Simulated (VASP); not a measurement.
Write the native input for VASP 6.6.1 that does the following.

```yaml
Task: relaxation of cell and atoms
Functional: PBE
Potentials_or_basis: VASP PAW PBE potentials, release 64 (Ti_sv, Se)
Cutoff: 600 eV
k_mesh: 16 × 16 × 8
Occupations: fermi-dirac, width 0.01 eV
Spin: no spin polarisation
Target_pressure: 6 GPa
Dipole_correction: no
Further_INCAR_settings: ALGO = Fast; EDIFF = 1e-06; IBRION = 2; EDIFFG = -0.002; NSW = 80; ISIF = 3
Target_pressure: 6 GPa
```

The structure of TiSe2 lies in POSCAR:

```
TiSe2
1.0
    3.5400000000      0.0000000000      0.0000000000
   -1.7700000000      3.0657299294      0.0000000000
    0.0000000000      0.0000000000      6.0080000000
Ti Se
1 2
Direct
    0.0000000000      0.0000000000      0.0000000000
    0.3333333333      0.6666666667      0.2550000000
    0.6666666667      0.3333333333     -0.2550000000
```

The cell was built by a generator and needn't be a form met in nature.

These files were run (other wordings do the same):

INCAR

```
SYSTEM = TiSe2
PREC     = Accurate       ! precision mode
ENCUT    = 600            ! plane-wave cutoff, eV
EDIFF    = 1E-6           ! SCF threshold, eV
ISMEAR   = -1             ! smearing method
SIGMA    = 0.01           ! smearing width, eV
LREAL    = .False.        ! projectors in reciprocal space
LASPH    = .True.         ! aspherical terms in the spheres
NELM     = 80             ! most SCF steps
ALGO     = Fast           ! electronic algorithm
ISIF     = 3              ! what is computed and relaxed
LWAVE    = .False.        ! write WAVECAR
LCHARG   = .False.        ! write CHGCAR
GGA      = PE             ! functional
IBRION   = 2              ! ionic algorithm
NSW      = 80             ! ionic steps
EDIFFG   = -0.002         ! ionic threshold
PSTRESS  = 60.0
```

KPOINTS

```
Automatic mesh
0
Gamma
  16 16 8
  0 0 0
```

Potentials or basis: VASP PAW PBE potentials, release 64 (Ti_sv, Se).

The run is started by

```sh
$ cat potpaw_PBE.64/Ti_sv/POTCAR potpaw_PBE.64/Se/POTCAR > POTCAR
$ mpirun -np 1 vasp_std > vasp.out
```

It gave:

```yaml
Relaxed_volume: 19.70 Å³/atom
Relaxed_cell: a = 3.444 Å, b = 3.444 Å, c = 5.754 Å, α = 90.00°, β = 90.00°, γ = 120.00°
Space_group_after_relaxing_to_0.05_Å: P-3m1 (No. 164)
Energy_change_on_relaxing_the_enthalpy_is_what_falls: +42.4 meV/atom
Ionic_steps: 17
Pressure_after_relaxing: 6.0 GPa
Band_gap_on_the_k_mesh: none (metal or under the smearing width)
```

Caveat: the cell is relaxed towards a set pressure, so the enthalpy falls and the energy may rise; this functional lacks dispersion, which binds the layers, so the pressure and a relaxed spacing across them are unreliable.

It took 91 min on 1 thread of Intel(R) Xeon(R) Platinum 8488C (Sapphire Rapids) (shared host), peak memory 0.44 GiB.
